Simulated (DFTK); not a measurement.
Here is a DFTK 0.8.2 calculation.

File run.jl:

```julia
using DFTK
using PseudoPotentialData
using Unitful, UnitfulAtomic
using LinearAlgebra, Printf
include("save.jl")
disable_threading()

lines = readlines("Ta.cif")
tag(name) = parse(Float64, split(only(filter(startswith(name), lines)))[2])
a, b, c = tag.(["_cell_length_a", "_cell_length_b", "_cell_length_c"])
α, β, γ = deg2rad.(tag.(["_cell_angle_alpha", "_cell_angle_beta", "_cell_angle_gamma"]))
cx, cy  = cos(β), (cos(α) - cos(β) * cos(γ)) / sin(γ)
lattice = austrip(1u"Å") * [a b*cos(γ) c*cx; 0 b*sin(γ) c*cy; 0 0 c*sqrt(1 - cx^2 - cy^2)]
sites     = split.(lines[findlast(startswith("_atom_site_"), lines)+1:end])
symbols   = [Symbol(s[2]) for s in sites]
positions = [parse.(Float64, s[5:7]) for s in sites]
pseudopotentials = PseudoFamily("cp2k.nc.sr.pbe.v0_1.semicore.gth")
elements = Dict(s => ElementPsp(s, pseudopotentials) for s in unique(symbols))
atoms    = [elements[s] for s in symbols]

build_model(lattice, positions; symmetries=true) =
    model_DFT(lattice, atoms, positions;
              functionals=[:mgga_x_task, :lda_c_pw],
              temperature=austrip(0.05u"eV"),
              smearing=Smearing.FermiDirac(),
              symmetries)
Ecut  = 69.0  # hartree
kgrid = [9, 9, 9]
tol   = 1e-6
to_GPa = ustrip(uconvert(u"GPa", 1u"hartree/bohr^3"))

model = build_model(lattice, positions)
basis = PlaneWaveBasis(model; Ecut, kgrid)
display(basis)
scfres = self_consistent_field(basis;
                               tol,
                               nbandsalg=AdaptiveBands(model; n_bands_converge=11))
display(scfres.energies)
@printf "Fermi level: %.6f eV\n" ustrip(auconvert(u"eV", something(scfres.εF, NaN)))
forces = compute_forces_cart(scfres)
println("Forces (eV/Å)")
for (s, f) in zip(symbols, forces)
    @printf "%-3s %12.6f %12.6f %12.6f\n" s ustrip.(auconvert.(u"eV/Å", f))...
end
stress = compute_stresses_cart(scfres)
println("Stress (GPa)")
display(round.(stress * to_GPa; digits=4))
println("Levels at the first k-point (eV): ", round.(ustrip.(auconvert.(u"eV", scfres.eigenvalues[1][1:scfres.n_bands_converge])); digits=4))
save_scf!(scfres; forces, stress)

points = Dict("G" => [0.0, 0.0, 0.0], "H" => [0.5, -0.5, 0.5], "P" => [0.25, 0.25, 0.25], "N" => [0.0, 0.0, 0.5])
segments = [("G", "H", 10), ("H", "N", 7), ("N", "G", 7), ("G", "P", 8), ("P", "H", 8), ("P", "N", 5)]
kcoords = vcat([[points[a] + t * (points[b] - points[a]) for t in range(0, 1, n)] for (a, b, n) in segments]...)
bands = compute_bands(scfres, ExplicitKpoints(kcoords); n_bands=13, tol=1e-5)
for (k, ε) in zip(bands.basis.kpoints, bands.eigenvalues)
    @printf "%d %8.4f %8.4f %8.4f " k.spin k.coordinate...
    println(join([@sprintf("%9.4f", e) for e in ustrip.(auconvert.(u"eV", ε .- scfres.εF))]))
end
results["band_energies"] = rows(bands.eigenvalues); results["band_kpoints"] = rows(kcoords)
```

Contents of Ta.cif:

```cif
data_Ta
_cell_length_a 2.86010086
_cell_length_b 2.86010086
_cell_length_c 2.86010086
_cell_angle_alpha 109.47122063
_cell_angle_beta 109.47122063
_cell_angle_gamma 109.47122063
_space_group_name_H-M_alt 'P1'
_space_group_name_Hall 'P 1'
_space_group_IT_number 1
loop_
_space_group_symop_operation_xyz
'x,y,z'
loop_
_atom_site_label
_atom_site_type_symbol
_atom_site_symmetry_multiplicity
_atom_site_Wyckoff_symbol
_atom_site_fract_x
_atom_site_fract_y
_atom_site_fract_z
_atom_site_occupancy
Ta1 Ta 1 a 0.0000000000 0.0000000000 0.0000000000 1
```

Potentials or basis: cp2k.nc.sr.pbe.v0_1.semicore.gth (PBE, GTH).

Launch:

```sh
$ julia --threads=1 run.jl  # save.jl only writes the numbers to a file and isn't shown; printed stress counts tension as positive; times include loading and compiling
```

Predict the band gap on the k mesh.

none (metal or under the smearing width).

Estimate the pressure.

6.6 GPa.

Levels at the corners of the path, in eV from the Fermi level:
| point | band 3 | band 4 | band 5 | band 6 | band 7 | band 8 | band 9 | band 10 |
| --- | --- | --- | --- | --- | --- | --- | --- | --- |
| Γ | -35.33 | -35.33 | -8.97 | 0.96 | 0.96 | 0.96 | 4.67 | 4.67 |
| H | -36.28 | -36.28 | -4.24 | -4.24 | 7.53 | 7.53 | 7.53 | 9.31 |
| N | -35.76 | -35.34 | -4.89 | -1.64 | 1.41 | 4.53 | 5.66 | 8.56 |
| Γ | -35.33 | -35.33 | -8.97 | 0.96 | 0.96 | 0.96 | 4.67 | 4.67 |
| P | -36.03 | -36.03 | -1.47 | -1.47 | -1.47 | 5.85 | 5.85 | 8.16 |
| H | -36.28 | -36.28 | -4.24 | -4.24 | 7.53 | 7.53 | 7.53 | 9.31 |
| P | -36.03 | -36.03 | -1.47 | -1.47 | -1.47 | 5.85 | 5.85 | 8.16 |
| N | -35.76 | -35.34 | -4.89 | -1.64 | 1.41 | 4.53 | 5.66 | 8.56 |

Caveat: GTH potentials come without recommended cutoffs, and this one wasn't checked for convergence; the program warned that the kinetic-energy density falls under its von Weizsäcker bound, which can give unphysical results; the potentials were made for another functional, which shifts forces and pressure; spin-orbit coupling is left out, which moves the levels of the heavy elements.
